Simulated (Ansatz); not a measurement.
CoPt:
```
CoPt
1.0
    2.69338     0.00000     0.00000
    0.00000     2.69338     0.00000
    0.00000     0.00000     3.72683
Pt Co
1 1
Direct
  0.50000   0.50000   0.50000
  0.00000   0.00000   0.00000
```
Starting moments (μB, in the order of the atoms Pt Co): 0.4 1.9.

Relaxed with PBE. Special points in fractions of this cell's reciprocal vectors: Γ (0.000, 0.000, 0.000); X (0.000, 0.500, 0.000); M (0.500, 0.500, 0.000); Z (0.000, 0.000, 0.500); R (0.000, 0.500, 0.500); A (0.500, 0.500, 0.500).

Problem. List the band energies nearest the Fermi level at these points for plane-wave PAW PBE (Ansatz code).

Solution. In eV from the Fermi level; about four levels below and three above (degenerate sets whole), none deeper than 8.9 eV; … stands for higher levels left out; points with the same levels are listed once.

| k | below | above |
|---|---|---|
| Γ ↑ | -1.67 -0.48 -0.44 -0.44 | 2.15 9.57 11.94 11.94 |
| X ↑ | -2.70 -2.37 -2.11 -1.60 | 0.11 2.23 10.27 |
| M ↑ | -1.06 -0.58 -0.58 -0.50 | 0.70 1.72 1.72 |
| Z ↑ | -2.14 -2.14 -1.75 -0.76 | 15.71 15.75 … |
| R ↑ | -0.57 -0.53 -0.43 -0.40 | 4.85 6.61 16.44 |
| A ↑ | -3.37 -3.37 -1.93 -1.74 -1.18 | 0.71 6.92 6.92 |
| Γ ↓ | -2.41 -2.41 -1.40 -0.79 -0.26 | 0.71 1.10 1.10 |
| X ↓ | -1.61 -1.58 -1.28 -0.41 | 0.04 1.65 2.52 |
| M ↓ | -6.67 -5.05 -5.05 -4.86 | 0.61 0.72 0.83 |
| Z ↓ | -0.78 -0.48 -0.17 -0.17 | 0.36 15.87 16.08 |
| R ↓ | -2.34 -1.20 -0.60 -0.44 | 0.65 0.69 0.82 |
| A ↓ | -1.71 -1.71 -1.47 -0.26 | 0.83 1.08 7.42 7.42 |

Space group P4/mmm (L1₀ or tetragonal B2). The cell was relaxed with PBE under the symmetry of its start. The final state is ferromagnetic, chosen from 5 collinear starts compared on coarse meshes (ties went to the first, and starts can fall back to one state), not a proven ground state. Textbook magnetic order: ferromagnetic. Scalar-relativistic: spin–orbit coupling is off unless named, which matters more the heavier the elements.

Potentials: the later of the program's two PAW sets.
